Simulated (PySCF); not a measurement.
Species: C4H10O.
Atom-mapped SMILES: `[CH3:1][CH2:2][CH2:3][CH2:4][OH:5]` (hydrogens: H6, H7, H8 on C1; H9, H10 on C2; H11, H12 on C3; H13, H14 on C4; H15 on O5)

Geometry (PBE0-D3(BJ)/def2-TZVP, Å), atoms numbered from 1 in this order:
```
atom  x, y, z in Å
C1     1.9146    0.7988   -0.2610
C2     0.4143    0.6463   -0.4418
C3    -0.0849   -0.7460   -0.0888
C4    -1.5717   -0.9393   -0.3169
O5    -2.3792   -0.1297    0.5144
H6     2.2057    0.6051    0.7748
H7     2.4589    0.0921   -0.8934
H8     2.2512    1.8052   -0.5192
H9    -0.0947    1.3894    0.1833
H10    0.1431    0.8745   -1.4799
H11    0.4542   -1.4872   -0.6914
H12    0.1441   -0.9651    0.9601
H13   -1.8538   -1.9690   -0.0865
H14   -1.8107   -0.7660   -1.3768
H15   -2.2355    0.7881    0.2727
```

Computed with PySCF at wB97X-D/pcSseg-2, non-relativistic, on one gas-phase PBE0-D3(BJ)/def2-TZVP geometry that isn't relaxed in the solvent. The solvent is an IEF-PCM continuum (cavity from Bondi-type radii × 1.2). Only the electrostatic response of the medium enters.

Gas phase at wB97X-D/pcSseg-2: HOMO -9.75 eV, LUMO 2.29 eV, dipole 1.78 D.

What does the continuum do to the energy, the frontier levels and the dipole at wB97X-D/pcSseg-2 in chloroform?

```
   solvent      ε  E(solvent) − E(gas) (kJ/mol)  polarisation term (kJ/mol)  distortion of the solute (kJ/mol)  HOMO (eV)  LUMO (eV)  dipole (D)
chloroform  4.711                        -13.97                      -15.33                               1.36      -9.77       2.51        2.09
```

The polarisation term is half the interaction of the solute with the surface charges that it induces; the rest is the cost of distorting the solute's density. The sum is the electrostatic part of solvation alone.

Which radius a makes the point-dipole formula ΔE = −[(ε − 1)/(2ε + 1)]·μ²/a³ give the value in chloroform, with the gas-phase dipole?

μ = 0.702 au and |ΔE| = 0.00532 Eh give a = 1.70 Å; the farthest nucleus lies 2.90 Å from the centroid of the nuclei, so such a sphere wouldn't even hold the nuclei. The formula assumes a rigid point dipole at the centre of a sphere.

Give the dipole vector in the frame of the coordinates (D, pointing from negative to positive charge), gas and chloroform.

Gas (1.25, 0.56, -1.15), solvent (1.41, 0.67, -1.39). Its length changes by +17 % and its direction by 2°.

wB97X-D is run here without its empirical dispersion term; that term would change no orbital, density or response property at a fixed geometry.
